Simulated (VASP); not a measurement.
A run of VASP 6.6.1 is set up as follows.

File POSCAR:

```
TiSe2
1.0
    3.4825660007      0.0000000000      0.0000000000
   -1.7412830004      3.0159906270      0.0000000000
    0.0000000000      0.0000000000      5.8593270092
Ti Se
1 2
Direct
    0.0000000000      0.0000000000      0.0000000000
    0.3333333333      0.6666666667      0.2649368735
    0.6666666667      0.3333333333      0.7350631265
```

File INCAR.step1:

```
ALGO = Fast
EDIFF = 1E-7
ENCUT = 520
GGA = PE
ISIF = 2
ISMEAR = 0
IVDW = 12
LASPH = True
LCHARG = True
LMAXMIX = 4
LREAL = False
LWAVE = False
NBANDS = 19
NELM = 80
PREC = Accurate
SIGMA = 0.05
```

File KPOINTS.step1:

```
k-points
0
Gamma
  12 12 6
```

Contents of INCAR.step2:

```
ALGO = Fast
EDIFF = 1E-7
ENCUT = 520
GGA = PE
ICHARG = 11
ISIF = 2
ISMEAR = -5
IVDW = 12
LASPH = True
LCHARG = False
LMAXMIX = 4
LORBIT = 11
LREAL = False
LWAVE = False
NEDOS = 1001
NELM = 80
PREC = Accurate
SIGMA = 0.05
```

KPOINTS.step2

```
k-points
0
Gamma
  18 18 9
```

Potentials or basis: VASP PAW PBE potentials, release 64 (Ti_sv, Se).

Command:

```sh
$ cat potpaw_PBE.64/Ti_sv/POTCAR potpaw_PBE.64/Se/POTCAR > POTCAR
$ cp INCAR.step1 INCAR
$ cp KPOINTS.step1 KPOINTS
$ mpirun -np 1 vasp_std > vasp.out
$ cp INCAR.step2 INCAR
$ cp KPOINTS.step2 KPOINTS
$ mpirun -np 1 vasp_std > vasp.out
```

Problem. Estimate the dispersion energy per atom.

Solution. -0.451 eV.

States per cell in windows of 0.5 eV (zero at the Fermi level; states under -8 eV left out):
```tsv
from (eV)	total	Ti1_d	Se2_p	Se3_p	Ti1_p	Ti1_s	Se2_s
-8.0	0.00	0.00	0.00	0.00	0.00	0.00	0.00
-7.5	0.00	0.00	0.00	0.00	0.00	0.00	0.00
-7.0	0.00	0.00	0.00	0.00	0.00	0.00	0.00
-6.5	0.00	0.00	0.00	0.00	0.00	0.00	0.00
-6.0	0.01	0.00	0.00	0.00	0.00	0.00	0.00
-5.5	0.57	0.04	0.10	0.10	0.00	0.03	0.00
-5.0	1.36	0.09	0.25	0.25	0.03	0.04	0.01
-4.5	1.11	0.09	0.21	0.21	0.02	0.02	0.01
-4.0	0.70	0.06	0.13	0.13	0.01	0.02	0.01
-3.5	1.03	0.12	0.19	0.19	0.03	0.02	0.01
-3.0	2.06	0.39	0.40	0.40	0.04	0.01	0.01
-2.5	2.20	0.56	0.42	0.42	0.03	0.01	0.01
-2.0	1.20	0.18	0.26	0.26	0.03	0.01	0.01
-1.5	1.20	0.16	0.27	0.27	0.03	0.00	0.01
-1.0	0.50	0.09	0.11	0.11	0.01	0.00	0.00
-0.5	0.34	0.10	0.06	0.06	0.00	0.00	0.00
0.0	0.75	0.44	0.05	0.05	0.00	0.00	0.00
0.5	1.22	0.81	0.06	0.06	0.01	0.01	0.00
1.0	2.19	1.58	0.12	0.12	0.01	0.00	0.00
1.5	2.21	1.70	0.10	0.10	0.01	0.02	0.00
2.0	0.16	0.11	0.01	0.01	0.00	0.00	0.00
2.5	1.21	0.73	0.09	0.09	0.00	0.00	0.01
3.0	0.74	0.41	0.08	0.08	0.00	0.00	0.00
3.5	0.02	0.01	0.00	0.00	0.00	0.00	0.00
4.0	0.00	0.00	0.00	0.00	0.00	0.00	0.00
4.5	0.00	0.00	0.00	0.00	0.00	0.00	0.00
5.0	0.00	0.00	0.00	0.00	0.00	0.00	0.00
5.5	0.00	0.00	0.00	0.00	0.00	0.00	0.00
```
